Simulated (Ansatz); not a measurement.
**Si under changes of volume**

One of the cells (13.979 Å³/atom); the others are scaled copies at fixed shape and fractional positions:

```
Si
1.0
    -1.62691    1.62691    1.32033
     1.62691   -1.62691    1.32033
     1.62691    1.62691   -1.32033
Si
1
Direct
  0.00000 0.00000 0.00000
```

This isn't the form of Si at room conditions, which is diamond.

* Program: Ansatz 0.2.0
* Functional: PBEsol
* Potentials or basis: Ansatz PAW
* Cutoff: 420 eV (not typed: the program's choice for these potentials)
* k mesh: 13 × 13 × 13
* Occupations: fermi-dirac, width 0.05 eV
* Spin: no spin polarisation

```csv
volume (Å³/atom),energy over the lowest point (meV/atom),pressure (GPa)
13.140,22.82,8.2
13.420,?,?
13.699,3.49,3.1
13.979,0.00,0.9
14.258,0.17,-1.0
14.538,3.53,-2.7
14.818,9.53,-4.2
```

Problem. What does the run at 13.420 Å³/atom give?

Solution. Energy over the lowest point 10.97 meV/atom; pressure 5.5 GPa.

Worked out: A Birch-Murnaghan fit of order 3 (a polynomial in V^(-2/3)) to the other rows has its minimum at 14.10 Å³/atom with B0 = V·E''(V) = 97 GPa and B' = 5.2 at fixed shape and positions, which overstates the stiffness. It gives 10.85 meV/atom at 13.420 Å³/atom, against the run's 10.97, and -dE/dV = 5.5 GPa, against 5.5.

Energies are extrapolated to zero smearing.

Caveats: the PAW data sets come from PBE, with cores solved anew for the run's functional, which leaves a small shift of forces and pressure.
